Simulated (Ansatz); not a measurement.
A run of Ansatz 0.2.0:

Contents of run.py:

```python
import json

import ase.io
import numpy as np

import ansatz as az

atoms = ase.io.read("WC.xyz")

calculation = (
    az.Crystal.from_ase(atoms)
    .calculation()
    .kpoints(8, 8, 7)
    .functional("pbesol", dispersion="d3bjatm")
    .pseudopotentials(kind="paw")
    .hubbard(double_counting="fll")
    .hubbard("W", "d", u_eff=4.0)
    .scf(lower_state_search="off")
    .occupations(method="fermi_dirac", width=0.15)
    .initial_density(chi_scale=0.3)
    .relax(force_tolerance=0.01, max_steps=40)
    .forces()
    .stress()
)
outcome = calculation.run(threads=2, events_out="events.jsonl")

report = outcome.report
for line in open("events.jsonl"):
    event = json.loads(line)
    if event["event"] == "scf_iter":
        d = event["data"]
        print(f"SCF {d['iter']:3d}  HF = {d['harris_foulkes_ev']:.6f} eV  dr2 = {d['dr2_ev']:.2e} eV")
    elif event["event"] in ("relax_step", "md_step"):
        d = event["data"]
        print(f"{event['event']} {d['step']:3d}  E = {d['lagrangian_ev']:.6f} eV")
np.set_printoptions(precision=5, suppress=True, linewidth=110)
print("converged:", report["converged"], "after", report["n_iterations"], "iterations")
print(f"free energy {report['free_energy_ev']:.6f} eV, Fermi level {report['fermi_energy_ev']:.4f} eV")
for key in ("band_edges_ev", "magnetization_mub", "site_moments_mub", "site_moments_nc_mub", "forces_ev_ang",
                "stress_gpa"):
    if report.get(key) is not None:
        print(key, np.array(report[key]), sep="\n")
```

File WC.xyz:

```xyz
2
Lattice="2.9065000000 0.0000000000 0.0000000000 -1.4532500000 2.5171028361 0.0000000000 0.0000000000 0.0000000000 2.8366000000" Properties=species:S:1:pos:R:3 pbc="T T T"
W      0.2164950122     -0.2286259335     -0.1081453750
C      1.2933067583      0.9314614558      1.3503208810
```

Potentials or basis: Ansatz PAW.

Launch:

```bash
$ python run.py
```

Hardware: 2 threads of Arm Neoverse V1, on a shared host.

Problem. Estimate the wall time of this run.

Solution. Run time: 19 s on 2 threads of Arm Neoverse V1, with other jobs on the host, peak memory 0.51 GiB. Counts: scf iterations 23, plane waves 405, k points 226, bands 13, ion steps 4, engine runs 1.
